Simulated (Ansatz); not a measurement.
The system is Co.

```
CELL_PARAMETERS angstrom
2.47200 0.00000 0.00000
-1.23600 2.14081 0.00000
0.00000 0.00000 4.02114
ATOMIC_POSITIONS crystal
Co 0.66667 0.33333 0.75000
Co 0.33333 0.66667 0.25000
```

* Program: Ansatz 0.2.0
* Task: relaxation of cell and atoms
* Functional: HSE06
* Potentials or basis: Ansatz PAW
* Cutoff: 420 eV (not typed: the program's choice for these potentials)
* k mesh: 6 × 6 × 4
* Occupations: fermi-dirac, width 0.05 eV
* Spin: collinear spin, ferromagnetic start
* Starting moments: [2.0, 2.0] μB

At the start: volume 10.64 Å³/atom.

Question: How do energy, volume and symmetry change on relaxing?

Answer: It ends after 8 steps and the volume is 10.82 Å³/atom (+1.7 %); space group P6_3/mmc (No. 194, to 0.05 Å); moment 3.70 μB per cell.

The path:
```csv
step,energy change (eV),largest force (eV/Å),volume (Å³)
1,0.0000,0.0000,21.28
2,-0.0127,0.0000,21.42
3,-0.0189,0.0000,21.62
4,-0.0188,0.0000,21.64
5,-0.0188,0.0000,21.64
6,-0.0198,0.0000,21.64
7,-0.0198,0.0000,21.63
8,-0.0198,0.0000,21.63
```

Final structure:
```yaml
crystal:
  lattice:
    - [2.45851, 0.00000, 0.00000]
    - [-1.22925, 2.12913, 0.00000]
    - [0.00000, 0.00000, 4.13308]
  atoms:
    - { symbol: Co, position: [0.66667, 0.33333, 0.75000] }
    - { symbol: Co, position: [0.33333, 0.66667, 0.25000] }
```

Caveat: the k mesh is coarse (spacing up to 0.49 Å⁻¹), so the values aren't converged, least of all with exact exchange; the magnetic or orbital state may not be the lowest; the plane-wave basis is chosen anew once the cell has moved, so the energies of steps on either side of that aren't comparable; the pressure holds a Pulay correction of +0.4 GPa for the finite cutoff; the PAW data sets come from PBE, with cores solved anew for the run's functional, which leaves a small shift of forces and pressure.
